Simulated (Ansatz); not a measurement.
Field gradients against strain in BN

```yaml
crystal:
  lattice:
    - [0.00000, 1.80750, 1.80750]
    - [1.80750, 0.00000, 1.80750]
    - [1.80750, 1.80750, 0.00000]
  atoms:
    - { symbol: B, position: [0.00000, 0.00000, 0.00000] }
    - { symbol: N, position: [0.75000, 0.75000, 0.75000] }
```

Atoms are numbered in the order listed.

The geometry is COD entry 9008834, unchecked; take it as a test cell.

Method: DFT, PBEsol, all-electron PAW with datasets made for the crystal, scalar-relativistic (Ansatz 0.2.0).

Settings: a Γ-centred 13×13×13 k mesh, Fermi–Dirac smearing of 0.03 eV, cutoff 520 eV (chosen by the program for this cell), no spin polarisation.

The strain is applied along the Cartesian axes of the cell as listed (the other components stay zero). Fractional coordinates are held (clamped ions).

The columns are Cartesian components of the electric field gradient at the nuclei, in 10²¹ V/m².

Only quantities that a quadratic follows smoothly over the whole series are listed; rougher ones are left out.

```csv
εzz,Vzz at N2
-0.0100,-0.16
0.0000,0.00
0.0200,0.32
0.0300,0.49
```

Problem. Fit the series and give the gradient–strain slopes.

Solution. Least-squares fits y = p0 + p1 x + p2 x² to the rows give Vzz at N2: p1 = 15.9, p2 = 17. The slopes p1 are in 10²¹ V/m² per unit strain, for clamped ions.

Problem. One run, at εzz = 0.0100, is withheld. Predict its row.

Solution. The fits give 0.16; the run gave 0.16.
